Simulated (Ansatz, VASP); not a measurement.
Pb in VASP and in Ansatz

```
Pb
1.0
     0.00000    3.27796    3.27796
     3.27796    0.00000    3.27796
     3.27796    3.27796    0.00000
Pb
2
Direct
  0.87500 0.87500 0.87500
  0.12500 0.12500 0.12500
```

Change from the starting cell: volume scaled by 0.8, LAPW.

Alike in both runs: task single point; functional PBE; k mesh 11 × 11 × 11; occupations fermi-dirac, width 0.1 eV; no spin polarisation.

|  | VASP | Ansatz |
| --- | --- | --- |
| version | VASP 6.6.1 | Ansatz 0.2.0 |
| potentials or method | VASP PAW PBE potentials, release 64 (Pb_d), cutoff 520 eV | all-electron LAPW, scalar-relativistic |

Ansatz gave:

```
pressure (GPa) : 9.6
```

**Question.** Which values does VASP return?

**Answer.** Pressure (GPa): 9.5.

Ansatz ran all-electron here, so the differences hold the error of VASP's frozen core and of both bases.

Spin-orbit coupling is left out, which matters for the levels of Pb.
